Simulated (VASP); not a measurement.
CdSe, 8 atoms in the cell. The cell holds a slab with vacuum, 8 atoms: a = 4.298 Å, b = 4.298 Å, c = 26.400 Å, α = 90.00°, β = 90.00°, γ = 120.00°.  The cell isn't the ideal one: the (0 0 1) slab of CdSe, cut from the database cell, not relaxed.

* Program: VASP 6.6.1
* Task: work function
* Functional: PBE
* Potentials or basis: VASP PAW PBE potentials, release 64 (Se, Cd)
* Cutoff: 520 eV
* k mesh: 7 × 7 × 1
* Occupations: gaussian, width 0.05 eV
* Spin: no spin polarisation
* Dipole correction: yes
* Further INCAR settings: ALGO = Normal; EDIFF = 1e-07

Potentials or basis: VASP PAW PBE potentials, release 64 (Se, Cd).

Launch:

```console
$ cat potpaw_PBE.64/Se/POTCAR potpaw_PBE.64/Cd/POTCAR > POTCAR
$ mpirun -np 1 vasp_std > vasp.out
```

Hardware: 1 thread of AMD EPYC 9R45 96-Core Processor (Zen 5), on a shared host.

Q: Estimate the wall time of this run.

A: Wall time 10 min on 1 thread of AMD EPYC 9R45 96-Core Processor (Zen 5), on a shared host, peak memory 0.47 GiB. Counts: scf iterations 85, k points 8.
